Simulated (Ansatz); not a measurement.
Born–Oppenheimer molecular dynamics of a periodic cell of 16 atoms, Na (start crystal Na, start structure bcc, volume 1.1 times the crystal's). It goes on from the last frame of an earlier run, with new velocities.

Theory: DFT PBE, scalar-relativistic, plane waves, PAW in Ansatz 0.2.0. Settings: cutoff 420 eV, k mesh 1x1x1, fermi-dirac smearing 0.1 eV, no spin polarisation.

```
ensemble             : NVT, Langevin thermostat
time step            : 3 fs
steps asked          : 280
set temperature      : 720 K
friction             : 0.02 /fs
temperature schedule : 210 steps to 300 K, then 70 steps to 300 K
seed                 : 717952
```

First frame:

```xyz
16
Lattice="8.7331 0.0000 0.0000 0.0000 8.7331 0.0000 0.0000 0.0000 8.7331" Properties=species:S:1:pos:R:3
Na 1.370 0.278 0.418
Na 5.416 -0.350 -0.167
Na 0.183 3.758 -0.115
Na 0.530 0.429 5.062
Na 3.804 1.526 2.291
Na 4.985 3.776 -0.466
Na 4.952 -0.957 5.200
Na 7.172 1.854 2.260
Na 0.852 4.265 4.302
Na 2.101 5.345 2.146
Na 2.603 1.799 7.026
Na 4.610 3.925 4.769
Na 6.791 6.697 2.448
Na 7.276 2.251 6.456
Na 2.317 5.839 7.054
Na 7.415 5.967 6.104
```

Q: What does the run give?

A: All steps were run.

| Quantity | Value |
| --- | --- |
| steps done | 280 |
| time covered | 840 fs |
| mean temperature over the second half | 346 K |
| spread of the potential energy over the second half | 9.7 meV per atom |
| mean potential energy of the second half above the start | -44.3 meV per atom |

The schedule's set-point averaged 335 K over the second half and the system 346 K. A run of 0.84 ps of so small a system gives no equilibrium averages. Limits of this set-up: coarse k mesh.

Q: What happens to the structure?

A: Mean squared displacements from the first frame to the last, about the centre of mass: Na 0.85 Å². This is one draw of velocities; another would differ in detail.

Q: How do temperature and energy run in time?

A: 
| time (fs) | T (K) | potential energy less start (eV) |
| --- | --- | --- |
| 0.0 | 675 | 0.000 |
| 69.0 | 596 | -0.235 |
| 138.0 | 655 | -0.377 |
| 207.0 | 625 | -0.344 |
| 276.0 | 603 | -0.262 |
| 345.0 | 444 | -0.292 |
| 414.0 | 314 | -0.240 |
| 483.0 | 625 | -0.685 |
| 552.0 | 333 | -0.755 |
| 621.0 | 275 | -0.772 |
| 690.0 | 384 | -0.742 |
| 759.0 | 302 | -0.761 |
| 828.0 | 287 | -0.827 |

Run time: 12 min on 1 thread of Arm Neoverse V2 (shared host), peak memory 0.52 GiB.
